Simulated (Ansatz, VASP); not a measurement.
# NaCl: VASP beside Ansatz

The input INCAR:

```
PREC = Accurate
ENCUT = 600
EDIFF = 1E-6
ISMEAR = -1
SIGMA = 0.05
LREAL = False
LASPH = True
NELM = 100
ALGO = Normal
ISIF = 3
LWAVE = False
LCHARG = False
GGA = RE
IVDW = 13
IBRION = 2
NSW = 80
EDIFFG = -0.01
```

The input KPOINTS:

```
Automatic mesh
0
Gamma
  8 8 8
```

Contents of POSCAR:

```
NaCl
1.0
    0.0000000000      2.7940632177      2.7940632177
    2.7940632177      0.0000000000      2.7940632177
    2.7940632177      2.7940632177      0.0000000000
Cl Na
1 1
Direct
    0.5000000000      0.5000000000      0.5000000000
    0.0000000000      0.0000000000      0.0000000000
```

Contents of input.yaml:

```yaml
crystal:
  lattice:
    - [0.0, 2.7940632177, 2.7940632177]
    - [2.7940632177, 0.0, 2.7940632177]
    - [2.7940632177, 2.7940632177, 0.0]
  atoms:
    - { symbol: Cl, position: [0.5, 0.5, 0.5] }
    - { symbol: Na, position: [0.0, 0.0, 0.0] }
kpoints:
  mp_grid: { grid: [8, 8, 8] }
scf:
  occupations: { method: fermi_dirac, width: 0.05 }
hamiltonian:
  xc: revpbe
  dispersion: d4
  pseudopotentials: { kind: all_electron, lapw: { basis_error: 0.001 } }
output:
  forces: true
  stress: true
relax:
  f_tol: 0.01
  max_steps: 60
  cell: {}
```

The cell is a database's computed one.

Alike in both runs: task relaxation of cell and atoms; functional revPBE; dispersion D4; k mesh 8 × 8 × 8; occupations fermi-dirac, width 0.05 eV; no spin polarisation.

|  | VASP | Ansatz |
| --- | --- | --- |
| version | VASP 6.6.1 | Ansatz 0.2.0 |
| potentials or method | VASP PAW PBE potentials, release 64 (Cl, Na_pv) | all-electron LAPW, scalar-relativistic |
| plane-wave cutoff (eV) | 600 | see its input |

```csv
,VASP,Ansatz,Ansatz less VASP
relaxed volume (Å³/atom),23.25,23.20,-0.052
relaxed cell length with the largest relative difference (Å),4.036,4.033,-0.0030
energy change over the relaxation (meV/atom),-6,-6,0.0
```

Ansatz ran all-electron here, so the differences hold the error of VASP's frozen core and of both bases.

Caveats: the PAW data sets were made with another functional, which shifts forces and pressure a little (VASP). A k mesh can miss the band edges.
